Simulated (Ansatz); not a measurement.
# LiNbO3: Quadrupolar parameters

The cell is a structure deposited in the COD whose atoms were relaxed with PBE, the cell held.

Space group R-3c:H (No. 167); a = 5.1378, c = 13.4987 Å, γ = 120.00°.

```
site  Wyckoff  site symmetry       x       y       z
  Li       6a             32  0.0000  0.0000  0.2500
  Nb       6b            -3.  0.0000  0.0000  0.0000
   O      18e             .2  0.0382  0.3333  0.0833
```

One atom of each set is listed; the run and its k-mesh use a cell of 10 atoms with edges of 5.39, 5.39, 5.39 Å.

The numbers come from a DFT calculation in Ansatz (r2SCAN, plane waves and PAW, scalar-relativistic, 500 eV cutoff, Γ-centred 7×7×7 k-points, Fermi–Dirac smearing 0.02 eV).

V_zz is the principal component of the electric field gradient with the largest magnitude, η = (V_xx − V_yy)/V_zz and C_Q = eQV_zz/h.

7Li: I = 3/2, Q = -40.10 mb; ⁹³Nb: I = 9/2, Q = -320.0 mb; 17O: I = 5/2, Q = -25.58 mb. Quadrupole moments are those of Pyykkö's year-2017 table.

Problem. Which values are expected at the nuclei?

Solution. 

| site | atoms | first shell | V_xx, V_yy, V_zz (10²¹ V/m²) | η | C_Q (MHz) |
| --- | --- | --- | --- | --- | --- |
| Li | 2 | 3 O at 1.91 Å; also 6 O at 2.77 Å | -0.13, -0.13, 0.27 | 0.00 | -0.259 |
| Nb | 2 | 6 O at 1.98 Å | -0.16, -0.16, 0.33 | 0.00 | -2.54 |
| O | 6 | 1 Li at 1.91 Å, 2 Nb at 1.98 Å; also 2 Li at 2.77 Å | -0.28, -0.72, 1.00 | 0.45 | -0.618 |

An axis of threefold or higher order runs through Li and Nb, so V_zz lies along it and η is zero.

At this cell the principal stresses reach 6 GPa in size with r2SCAN, which can matter for small gradients. This high-symmetry form of LiNbO3 is unstable when cold, to polar shifts of Li and Nb. The symmetry of the cell holds that distortion back, wholly or in part, and it would change the field gradients, the more the larger the distortion. Without spin–orbit coupling (the program notes it for Nb) the gradients are little affected as a rule: paired runs on crystals with a gap mostly move them by under 2 % at such atoms. With these PAW files V_zz is typically within 2 to 3 % of all-electron values, but misses above 10 % occur on Li.

Hardware: 4 threads of Arm Neoverse V1 (aarch64; 8 cores open to the job, memory cap 8.0 GiB, no GPU), a shared host with a load of 0.3 a core. Wall time 9 s, CPU time 33 s, peak memory 0.81 GiB.
